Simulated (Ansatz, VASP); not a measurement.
## Two plane-wave programs on Fe

```xyz
1
Lattice="2.2917 0.0000 0.0000 0.0000 2.2917 0.0000 0.0000 0.0000 2.2917" Properties=species:S:1:pos:R:3 pbc="T T T"
Fe    0.0000    0.0000    0.0000
```

Alike in both runs: task single point; functional revPBE; k mesh 15 × 15 × 15; occupations fermi-dirac, width 0.05 eV; collinear spin.

```csv
,VASP,Ansatz
version,VASP 6.6.1,Ansatz 0.2.0
potentials or method,"VASP PAW PBE potentials, release 64 (Fe)","plane waves (420 eV) with PAW, scalar-relativistic"
plane-wave cutoff (eV),520,420
valence electrons in the cell,8,16
```

|  | VASP | Ansatz | Ansatz less VASP |
| --- | --- | --- | --- |
| pressure (GPa) | 19.6 | 20.4 | +0.82 |
| net moment per atom (μB) | 2.24 | 2.24 | +0.001 |
| size of the moment on the site where the two differ most (μB) | 2.23 | 2.21 | -0.019 |

Site moments also hang on the region over which each program counts them. The two sets of potentials don't hold the same shells in valence. Ansatz warned: «stability_check_not_made».

Caveats: so large a pressure means that the cell lies far from this level's equilibrium, or that cutoff or potentials fall short (VASP); the potentials were made for another functional, which shifts forces and pressure (VASP).
